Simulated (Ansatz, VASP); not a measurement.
## Two plane-wave programs on Ba3HfO

```
Ba Hf O
1.0
     5.81863    0.00000    0.00000
    -2.90932    5.03908    0.00000
     0.00000    0.00000    4.93666
Ba Hf O
3 1 1
Direct
  0.50000 0.00000 0.50000
  0.00000 0.50000 0.50000
  0.50000 0.50000 0.50000
  0.00000 0.00000 0.50000
  0.00000 0.00000 0.00000
```

Alike in both runs: task relaxation of cell and atoms; functional PBE; k mesh 3 × 3 × 4; occupations gaussian, width 0.1 eV; no spin polarisation.

|  | VASP | Ansatz |
| --- | --- | --- |
| version | VASP 6.6.1 | Ansatz 0.2.0 |
| potentials or method | VASP PAW PBE potentials, release 64 (Ba_sv, Hf_pv, O) | scalar-relativistic, plane waves, PAW |
| plane-wave cutoff (eV) | 600 | 420 |
| valence electrons in the cell | 46 | 62 |

|  | VASP | Ansatz | Ansatz less VASP |
| --- | --- | --- | --- |
| gap on the k mesh at the Fermi level, each at its own relaxed structure (eV) | none | none | - |
| relaxed volume (Å³/atom) | 41.87 | 43.31 | +1.440 |
| relaxed cell length with the largest relative difference (Å) | 7.790 | 7.910 | +0.1204 |
| energy change over the relaxation (meV/atom) | -1990 | -1842 | +148.2 |

A gap of «none» marks a metal or a gap that the smearing closes. The two sets of potentials don't hold the same shells in valence.

Caveats: the k mesh is coarse (spacing up to 0.42 Å⁻¹), so the values aren't converged; the volume moved by over 15 % at a fixed basis, so the end points are rough (VASP). The runs have no spin-orbit coupling, so splittings on Ba, Hf are missing.
